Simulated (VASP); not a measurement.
# BN (zincblende): gaps by functional in VASP

```yaml
crystal:
  lattice:
    - [0.00000, 1.80483, 1.80483]
    - [1.80483, 0.00000, 1.80483]
    - [1.80483, 1.80483, 0.00000]
  atoms:
    - { symbol: B, position: [0.00000, 0.00000, 0.00000] }
    - { symbol: N, position: [0.25000, 0.25000, 0.25000] }
```

All runs share this cell. Band v is the last that the valence electrons fill when counted band by band, and c is the next. A negative gap between them is a band overlap, as in a metal.

```tsv
level	gap (eV)	least direct gap (eV)	pressure (GPa)
HSE06	5.78	10.57	-3.9
PBE0	6.54	11.34	-3.8
PBE	4.46	8.84	5.0
r²SCAN	4.98	9.55	1.1
LDA	4.35	8.70	-8.5
PBEsol	4.28	8.78	-0.7
```
